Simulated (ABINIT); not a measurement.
# Dielectric function and optical constants of ZnS (Wurtzite-2H)

Aim: the dielectric function of ZnS (Wurtzite-2H), and the optical constants that follow from it. The cell comes from an older database entry, whose edges can differ from later determinations, mostly by under a per cent.

Calculated with ABINIT 10.8.3; DFT, LDA, plane waves with norm-conserving potentials (PseudoDojo 0.4.1), scalar-relativistic, independent-particle linear optical response without local fields.

The database entry behind the starting cell differs from later determinations by our own check (about 0.4 % short), so it need not match the best structure at ambient conditions.

### 1. Set-up

Symmetry: P6_3mc, No. 186, hexagonal system. The conventional cell has a = 3.811 Å, b = 3.811 Å, c = 6.234 Å, α = 90.00°, β = 90.00°, γ = 120.00°. Zn has 4 S at 2.31 to 2.40 Å nearest. Nearest to S lie 4 Zn at 2.31 to 2.40 Å. Farther neighbours and most contacts between anions are not listed.

### 2. Ground state, bands and velocity matrix elements

The self-consistent density comes first; it also tells whether there is a gap, which decides the occupations and the need for a Drude term.

This step: DFT, LDA, plane waves with norm-conserving potentials (PseudoDojo 0.4.1), scalar-relativistic, ground state, bands at fixed density and velocity matrix elements (ABINIT 10.8.3).

run.abi reads:

```
# ground state, bands on a dense mesh, and the derivatives d/dk of the wave functions
ndtset 3

ngkpt1 9 9 4
shiftk1 0.0 0.0 0.0
tolvrs1 1.0d-12
nband1 30
prtden1 1

iscf2 -2
getden2 1
ngkpt2 12 12 6
shiftk2 0.0 0.0 0.0
kptopt2 1
nband2 52
nbdbuf2 4
tolwfr2 1.0d-14

optdriver3 8
wfk_task3 "wfk_ddk"
prtevk3 1
getwfk3 2
getden3 1
iscf3 -2
ngkpt3 12 12 6
shiftk3 0.0 0.0 0.0
kptopt3 1
nband3 52

nshiftk 1
occopt 3
tsmear 0.001837
ecut 45.0
nstep 80
iomode 3
chksymbreak 0
chkprim 0
chksymtnons 0
acell 3*1.0 Angstrom
rprim
  3.811000000000 0.000000000000 0.000000000000
  -1.905500000000 3.300422813800 0.000000000000
  0.000000000000 0.000000000000 6.234000000000
natom 4
ntypat 2
znucl 30 16
typat 1 1 2 2
xred
  0.666666666700 0.333333333300 0.500000000000
  0.333333333300 0.666666666700 0.000000000000
  0.666666666700 0.333333333300 0.885000000000
  0.333333333300 0.666666666700 0.385000000000
pseudos "Zn.upf, S.upf"
```

On the command line:

```sh
$ mpirun -n 4 abinit run.abi
```

Numbers of over 12 decimals in the logs are rounded to 6 here.

Output:

```text
DATASET    1 : space group P6_3 m c (#186); Bravais hP (primitive hexag.)
 DATASET    2 : space group P6_3 m c (#186); Bravais hP (primitive hexag.)
 DATASET    3 : space group P6_3 m c (#186); Bravais hP (primitive hexag.)
            ngfft          45      45      72
                         0.03704    0.03704    0.01852    0.01852    0.03704    0.00617
                         0.00617    0.03704    0.03704    0.03704    0.03704    0.03704
                         0.07407    0.07407    0.03704    0.03704    0.07407    0.01235
                         0.00309    0.01852    0.01852    0.01852    0.01852    0.01852
                         0.03704    0.03704    0.01852    0.01852    0.03704    0.00617
                         0.00347    0.00694    0.01389    0.01389    0.01389    0.01389
                         0.00694    0.01389    0.01389    0.00694    0.00694    0.01389
                         0.00231    0.00231    0.01389    0.01389    0.01389    0.01389
                         0.01389    0.00694    0.01389    0.02778    0.02778    0.02778
                         0.02778    0.01389    0.02778    0.02778    0.01389    0.01389
                         0.02778    0.00463    0.00231    0.01389    0.01389    0.01389
                         0.01389    0.01389    0.00694    0.01389    0.02778    0.02778
                         0.00347    0.00694    0.01389    0.01389    0.01389    0.01389
                         0.00694    0.01389    0.01389    0.00694    0.00694    0.01389
                         0.00231    0.00231    0.01389    0.01389    0.01389    0.01389
                         0.01389    0.00694    0.01389    0.02778    0.02778    0.02778
[...]
== DATASET  1 ==================================================================
 Real(R)+Recip(G) space primitive vectors, cartesian coordinates (Bohr,Bohr^-1):
 R(1)=  7.2017463  0.0000000  0.0000000  G(1)=  0.1388552  0.0801681  0.0000000
 R(2)= -3.6008731  6.2368952  0.0000000  G(2)=  0.0000000  0.1603362  0.0000000
 R(3)=  0.0000000  0.0000000 11.7805527  G(3)=  0.0000000  0.0000000  0.0848857
 Unit cell volume ucvol=  5.2914163E+02 bohr^3
 Angles (23,13,12)=  9.00000000E+01  9.00000000E+01  1.20000000E+02 degrees
 getcut: wavevector=  0.0000  0.0000  0.0000  ngfft=  45  45  72
     iter   Etot(hartree)      deltaE(h)  residm     vres2
 ETOT  1  -430.88045792922    -4.309E+02 2.855E-01 2.301E+04
 ETOT  2  -433.79859710989    -2.918E+00 1.089E-01 4.134E+04
 ETOT  3  -439.19522141974    -5.397E+00 4.851E-02 6.046E+03
 ETOT  4  -439.69815177890    -5.029E-01 4.247E-02 2.714E+03
 ETOT  5  -439.94252474493    -2.444E-01 3.123E-02 9.271E+02
 ETOT  6  -440.00687006244    -6.435E-02 1.253E-02 4.879E+02
 ETOT  7  -440.07381612426    -6.695E-02 1.384E-03 2.995E+01
 ETOT  8  -440.07844163613    -4.626E-03 1.142E-03 1.447E-01
 ETOT  9  -440.07847703752    -3.540E-05 2.422E-04 6.015E-03
 ETOT 10  -440.07847775025    -7.127E-07 5.608E-04 1.333E-04
 ETOT 11  -440.07847776893    -1.868E-08 8.687E-05 1.010E-04
 ETOT 12  -440.07847778672    -1.778E-08 2.001E-04 3.525E-06
 ETOT 13  -440.07847778759    -8.774E-10 2.801E-05 8.233E-08
 ETOT 14  -440.07847778761    -1.961E-11 6.381E-05 1.596E-10
 ETOT 15  -440.07847778761     4.661E-12 1.327E-05 3.240E-11
 ETOT 16  -440.07847778764    -3.439E-11 2.036E-05 2.090E-11
 ETOT 17  -440.07847778761     3.462E-11 1.245E-05 1.104E-12
 ETOT 18  -440.07847778763    -2.308E-11 2.265E-05 1.606E-14
 At SCF step   18       vres2   =  1.61E-14 < tolvrs=  1.00E-12 =>converged.
 Cartesian components of stress tensor (hartree/bohr^3)
  sigma(1 1)=  1.17800764E-04  sigma(3 2)=  0.00000000E+00
  sigma(2 2)=  1.17800765E-04  sigma(3 1)=  0.00000000E+00
  sigma(3 3)=  1.68746619E-04  sigma(2 1)=  0.00000000E+00
 Mean square residual over all n,k,spin=   50.295E-09; max=  22.650E-06
 Fermi (or HOMO) energy (hartree) =   0.16581   Average Vxc (hartree)=  -0.37965
 Eigenvalues (hartree) for nkpt=  36  k points:
 kpt#   1, nband= 30, wtk=  0.00309, kpt=  0.0000  0.0000  0.0000 (reduced coord)
  -4.43553   -4.43553   -2.76796   -2.76796   -2.76796   -2.76796   -2.76781   -2.76780
  -0.35635   -0.32161   -0.11134   -0.11134   -0.10908   -0.10908   -0.10839   -0.09413
  -0.09413   -0.09113   -0.09113   -0.08487   -0.06500    0.09587    0.09587    0.12741
[...]
2.00000    2.00000    2.00000    2.00000    2.00000    2.00000    2.00000    2.00000
   2.00000    2.00000    2.00000    2.00000    2.00000    2.00000    2.00000    2.00000
   2.00000    2.00000    2.00000    2.00000    2.00000    2.00000    2.00000    2.00000
[...]
kinetic             :  1.92129265420620E+02
hartree             :  1.84114032914728E+02
xc                  : -5.06435654816693E+01
Ewald energy        : -2.14807532279883E+02
psp_core            :  6.95312135154157E+00
local_psp           : -4.64715733895545E+02
non_local_psp       : -9.31080658174225E+01
internal            : -4.40078477787629E+02
'-kT*entropy'       : -2.17609213215274E-12
total_energy        : -4.40078477787632E+02
total_energy_eV     : -1.19751454376226E+04
 Cartesian components of stress tensor (hartree/bohr^3)
  sigma(1 1)=  1.17800764E-04  sigma(3 2)=  0.00000000E+00
  sigma(2 2)=  1.17800765E-04  sigma(3 1)=  0.00000000E+00
  sigma(3 3)=  1.68746619E-04  sigma(2 1)=  0.00000000E+00
-Cartesian components of stress tensor (GPa)         [Pressure= -3.9654E+00 GPa]
== DATASET  2 ==================================================================
 Real(R)+Recip(G) space primitive vectors, cartesian coordinates (Bohr,Bohr^-1):
 R(1)=  7.2017463  0.0000000  0.0000000  G(1)=  0.1388552  0.0801681  0.0000000
 R(2)= -3.6008731  6.2368952  0.0000000  G(2)=  0.0000000  0.1603362  0.0000000
 R(3)=  0.0000000  0.0000000 11.7805527  G(3)=  0.0000000  0.0000000  0.0848857
 Unit cell volume ucvol=  5.2914163E+02 bohr^3
 Angles (23,13,12)=  9.00000000E+01  9.00000000E+01  1.20000000E+02 degrees
 getcut: wavevector=  0.0000  0.0000  0.0000  ngfft=  45  45  72
 Mean square residual over all n,k,spin=   46.371E-16; max=  99.977E-16
 Eigenvalues (hartree) for nkpt=  76  k points:
 kpt#   1, nband= 52, wtk=  0.00116, kpt=  0.0000  0.0000  0.0000 (reduced coord)
  -4.43553   -4.43553   -2.76796   -2.76796   -2.76796   -2.76796   -2.76781   -2.76780
  -0.35635   -0.32161   -0.11134   -0.11134   -0.10908   -0.10908   -0.10839   -0.09413
  -0.09413   -0.09113   -0.09113   -0.08487   -0.06500    0.09587    0.09587    0.12741
   0.12741    0.12809    0.20114    0.23004    0.35309    0.35309    0.36436    0.40216
   0.40216    0.46014    0.49386    0.49386    0.53059    0.57312    0.57312    0.57635
   0.61542    0.69561    0.74204    0.74204    0.78026    0.81508    0.81508    0.88506
   0.88506    0.90980    0.90980    0.98508
== DATASET  3 ==================================================================
            ngfft          45      45      72
[...]
0.01389    0.01389    0.00694    0.01389    0.02778    0.02778
                         0.00347    0.00694    0.01389    0.01389    0.01389    0.01389
                         0.00694    0.01389    0.01389    0.00694    0.00694    0.01389
                         0.00231    0.00231    0.01389    0.01389    0.01389    0.01389
                         0.01389    0.00694    0.01389    0.02778    0.02778    0.02778
                         0.02778    0.01389    0.02778    0.02778    0.01389    0.01389
                         0.02778    0.00463    0.00231    0.01389    0.01389    0.01389
                         0.01389    0.01389    0.00694    0.01389    0.02778    0.02778
[shortened to cell, iterations, levels, energies and stress; the echo of variables, forces, comments, warnings and credits are left out]
```

The job ended after 15 min (4 MPI ranks of AMD EPYC (Zen 3), shared host; peak memory 0.24 GiB; 58 min of CPU time).

This step gave:

- total energy: -440.1 Ha
- gap on the k-mesh: 1.988 eV
- direct gap on the mesh: 1.988 eV

There is a gap, 1.99 eV on this mesh (points off the mesh can give less), so no carriers' term is needed.

### 3. Optical response

The spectrum is a sum over vertical transitions between filled and empty bands at the fixed density, so many empty bands are needed.

This step: DFT, LDA, plane waves with norm-conserving potentials (PseudoDojo 0.4.1), scalar-relativistic, independent-particle linear optical response without local fields (ABINIT 10.8.3).

optic.abi reads:

```
&FILES
 ddkfile_1 = 'runo_DS3_1_EVK.nc',
 ddkfile_2 = 'runo_DS3_2_EVK.nc',
 ddkfile_3 = 'runo_DS3_3_EVK.nc',
 wfkfile = 'runo_DS2_WFK.nc'
/
&PARAMETERS
 broadening = 0.001470,
 domega = 0.0014700,
 maxomega = 0.58799,
 scissor = 0.0,
 tolerance = 0.002,
 nband_sum = 48
/
&COMPUTATIONS
 num_lin_comp = 2,
 lin_comp = 11, 33,
 num_nonlin_comp = 0,
 num_linel_comp = 0,
 num_nonlin2_comp = 0
/
```

On the command line:

```sh
$ optic optic.abi
```

Output:

```text

 OPTIC has originally been developed by
 S. Sharma, J. K. Dewhurst and C. Ambrosch-Draxl, Phys. Rev. B 67, 165332 (2003), and
 S. Sharma and C. Ambrosch-Draxl, Physica Scripta T 109 (2004).

 rprimd(bohr)      =   7.20175   0.00000   0.00000
                      -3.60087   6.23690   0.00000
                       0.00000   0.00000  11.78055
 natom             =       4
 nkpt,mband        =      76      52
 ecut              =  45.00000 Ha
 newocc: new Fermi energy is       0.165249 , with nelect=     52.000000, Number of bisection calls: 11
 Fermi level: 4.4967  (eV)

 fermie            =   0.16525 Ha   4.49665 eV
 Scissor shift     =   0.00000 Ha
 Tolerance on closeness to singularities     =   0.00200 Ha
 Smearing factor      =   0.00147 Ha
 Will use the antiresonant approximation (meaning that the antiresonant terms are neglected)
 Will not perform the bands decomposition
 linear coeffs to be calculated :
 11 33
 non-linear coeffs to be calculated :

 electronic part of electro-optic coeffs to be calculated :

 non-linear coeffs (V2) to be calculated :

 linear optic matrix elements will be printed :0
 optic : Call pmat2cart
 No scissor shift to be applied. Returning to main optic routine.
 optic : Call linopt
  linopt            1           1
 calculated the component:           1           1   of dielectric function
  with broadening:         (0.000000,1.46999999999999995E-003)
 and scissors shift:   0.000000
 energy window:   145.644381      eV   5.352332      Ha
  linopt            3           3
 calculated the component:           3           3   of dielectric function
  with broadening:         (0.000000,1.46999999999999995E-003)
 and scissors shift:   0.000000
 energy window:   145.644381      eV   5.352332      Ha
 optic : Call nlinopt
 optic : Call linelop
 optic : Call nonlinopt

================================================================================

 Calculation completed.
-
program: optic
version: 10.8.3
start_datetime:
end_datetime:
overall_cpu_time:           1.5
overall_wall_time:           1.5
mpi_procs: 1
omp_threads: 1
...
```

The job ended after 2.5 s (1 thread; peak memory 0.07 GiB).

Numbers from this step:

| Quantity | Value |
| --- | --- |
| electronic dielectric constant ε∞, mean over x, y and z (by symmetry where fewer were run) | 6.556 |

The Im ε has structure finer than the step of the table below, so its rows give means over 0.5 eV, whole bins alone (the curve runs from 0.0400 to 15.9 eV). Peaks (eV: height): E ∥ x 4.20: 10.4, 4.48: 7.09, 5.08: 17.5, 5.60: 15.7, 6.24: 14.7, 6.52: 11.7, 6.80: 12.7; E ∥ z 2.48: 4.84, 4.24: 8.79, 4.60: 14.7, 5.08: 24.5, 5.60: 15.6, 6.60: 15.1, 6.80: 14.7.

Sum at mesh points, not converged in k; values under the direct gap are tails of Lorentzian lines. The Im ε by photon energy; means over each step:

| photon energy (eV) | E ∥ x | E ∥ z |
| --- | --- | --- |
| 0.5 | 0.00836 | 0.00903 |
| 1.0 | 0.0190 | 0.0209 |
| 1.5 | 0.0419 | 0.0489 |
| 2.0 | 0.375 | 0.449 |
| 2.5 | 0.878 | 1.26 |
| 3.0 | 1.33 | 1.38 |
| 3.5 | 2.15 | 1.85 |
| 4.0 | 3.87 | 3.40 |
| 4.5 | 5.59 | 8.30 |
| 5.0 | 10.9 | 11.9 |
| 5.5 | 10.8 | 10.8 |
| 6.0 | 9.13 | 6.39 |
| 6.5 | 10.4 | 10.7 |
| 7.0 | 9.90 | 9.86 |
| 7.5 | 7.31 | 6.32 |
| 8.0 | 6.44 | 5.91 |
| 8.5 | 5.33 | 5.30 |
| 9.0 | 3.48 | 3.53 |
| 9.5 | 3.30 | 2.76 |
| 10.0 | 3.13 | 3.56 |
| 10.5 | 2.56 | 2.57 |
| 11.0 | 1.95 | 1.97 |
| 11.5 | 1.55 | 1.52 |
| 12.0 | 1.29 | 1.32 |
| 12.5 | 1.15 | 1.17 |
| 13.0 | 1.11 | 0.969 |
| 13.5 | 0.878 | 1.03 |
| 14.0 | 0.686 | 0.832 |
| 14.5 | 0.793 | 0.755 |
| 15.0 | 0.609 | 0.766 |
| 15.5 | 0.555 | 0.620 |

The reflectivity at normal incidence has structure finer than the step of the table below, so its rows give means over 0.5 eV, whole bins alone (the curve runs from 0.0400 to 15.9 eV). Peaks (eV: height): E ∥ x 8.52: 52.1, 8.92: 57.2, 10.48: 53.5, 10.88: 51.5, 11.44: 53.2, 11.68: 54.3, 13.76: 53.1; E ∥ z 5.12: 56.0, 6.84: 53.8, 7.32: 53.7, 8.92: 57.1, 10.52: 56.7, 11.16: 53.9, 12.40: 54.0.

Sum at mesh points, not converged in k. Reflectivity at normal incidence against photon energy; means over each step:

| photon energy (eV) | E ∥ x (%) | E ∥ z (%) |
| --- | --- | --- |
| 0.5 | 19.3 | 19.5 |
| 1.0 | 19.7 | 20.0 |
| 1.5 | 20.6 | 21.0 |
| 2.0 | 21.8 | 22.3 |
| 2.5 | 23.2 | 23.2 |
| 3.0 | 24.5 | 25.2 |
| 3.5 | 27.6 | 26.4 |
| 4.0 | 30.2 | 31.0 |
| 4.5 | 31.0 | 36.3 |
| 5.0 | 39.6 | 40.7 |
| 5.5 | 38.1 | 39.9 |
| 6.0 | 35.5 | 30.1 |
| 6.5 | 39.8 | 38.3 |
| 7.0 | 44.4 | 47.1 |
| 7.5 | 45.4 | 44.7 |
| 8.0 | 42.9 | 39.1 |
| 8.5 | 47.7 | 46.0 |
| 9.0 | 49.0 | 47.6 |
| 9.5 | 39.3 | 40.3 |
| 10.0 | 43.8 | 38.6 |
| 10.5 | 48.7 | 48.7 |
| 11.0 | 47.9 | 47.0 |
| 11.5 | 49.3 | 46.6 |
| 12.0 | 46.7 | 44.1 |
| 12.5 | 44.2 | 44.4 |
| 13.0 | 41.3 | 40.8 |
| 13.5 | 46.1 | 37.1 |
| 14.0 | 40.8 | 38.3 |
| 14.5 | 37.1 | 35.8 |
| 15.0 | 39.5 | 33.5 |
| 15.5 | 37.4 | 36.7 |

The loss function −Im 1/ε at q → 0 has structure finer than the step of the table below, so its rows give means over 0.5 eV, whole bins alone (the curve runs from 0.0400 to 15.9 eV). Peaks (eV: height): E ∥ x 14.16: 1.00; E ∥ z 9.76: 0.364, 12.28: 0.573, 13.36: 0.788, 13.80: 0.776, 14.80: 1.09, 15.04: 1.21, 15.52: 1.40.

Sum at mesh points, not converged in k; values under the direct gap are tails of Lorentzian lines. Loss function −Im 1/ε at q → 0 against energy loss; means over each step:

| energy loss (eV) | E ∥ x | E ∥ z |
| --- | --- | --- |
| 0.5 | 1.9e-4 | 2.0e-4 |
| 1.0 | 4.1e-4 | 4.4e-4 |
| 1.5 | 8.2e-4 | 9.2e-4 |
| 2.0 | 0.00656 | 0.00757 |
| 2.5 | 0.0133 | 0.0200 |
| 3.0 | 0.0175 | 0.0167 |
| 3.5 | 0.0199 | 0.0198 |
| 4.0 | 0.0289 | 0.0221 |
| 4.5 | 0.0438 | 0.0399 |
| 5.0 | 0.0502 | 0.0614 |
| 5.5 | 0.0691 | 0.0821 |
| 6.0 | 0.0952 | 0.128 |
| 6.5 | 0.0938 | 0.0809 |
| 7.0 | 0.101 | 0.0996 |
| 7.5 | 0.125 | 0.142 |
| 8.0 | 0.142 | 0.162 |
| 8.5 | 0.144 | 0.153 |
| 9.0 | 0.184 | 0.192 |
| 9.5 | 0.246 | 0.274 |
| 10.0 | 0.228 | 0.235 |
| 10.5 | 0.223 | 0.222 |
| 11.0 | 0.273 | 0.279 |
| 11.5 | 0.305 | 0.341 |
| 12.0 | 0.385 | 0.416 |
| 12.5 | 0.463 | 0.462 |
| 13.0 | 0.530 | 0.612 |
| 13.5 | 0.545 | 0.655 |
| 14.0 | 0.850 | 0.772 |
| 14.5 | 0.839 | 0.928 |
| 15.0 | 1.02 | 0.982 |
| 15.5 | 1.23 | 1.11 |

Optical constants at common wavelengths, from n + ik = √ε:

| wavelength (nm) | n x | k x | R (%) x | 1/α x | n z | k z | R (%) z | 1/α z |
| --- | --- | --- | --- | --- | --- | --- | --- | --- |
| 1550 | 2.58 | 0.003 | 19.5 | 45 µm | 2.60 | 0.003 | 19.7 | 42 µm |
| 1064 | 2.61 | 0.004 | 20.0 | 19 µm | 2.63 | 0.005 | 20.2 | 17 µm |
| 633 | 2.85 | 0.110 | 23.2 | 459 nm | 2.90 | 0.194 | 23.9 | 259 nm |
| 532 | 2.86 | 0.036 | 23.2 | 1.2 µm | 2.96 | 0.067 | 24.5 | 634 nm |
| 365 | 3.19 | 0.209 | 27.5 | 139 nm | 3.13 | 0.431 | 27.4 | 67 nm |
| 308 | 3.36 | 0.302 | 29.7 | 81 nm | 3.65 | 0.390 | 32.9 | 63 nm |
| 248 | 3.90 | 1.634 | 41.5 | 12 nm | 3.71 | 1.605 | 40.1 | 12 nm |

Below the direct gap, k and the depth come from the tails of the Lorentzian lines, not from transitions.

Rows near the edge hang on the gap, which this functional as a rule makes too small, and phonon-assisted absorption is left out.

### 4. Results

```yaml
electronic_dielectric_constant_eps_infinity_mean_over_x_y_and_z_by_symmetry_where_fewer_were_run_independent_particles: 6.56
```

What this shows: At this level (LDA, independent particles) ZnS has a mean ε∞ = 6.56 and n = 2.58 at 1550 nm (E ∥ x). On the mesh the gap is 1.99 eV and the least direct gap 1.99 eV. The static values by axis are 6.54 (x), 6.60 (z). Excitons and phonon-assisted transitions are missing, and so are local fields; LDA gaps are as a rule too small, which pulls the onset down and ε∞ up. The sum runs over mesh points 0.17 Å⁻¹ apart with no interpolation, so peaks are partly noise of the mesh and static values carry its error.

[Logs are printed without paths, hosts, clocks, repeated set-up lines and the standing remarks that a program may print on its own settings, such as how far it seeks lower states.]

[Hosts, paths, dates, database ids (printed as entryN), source tags and the programs' standing remarks are cut or masked in the printed files.]
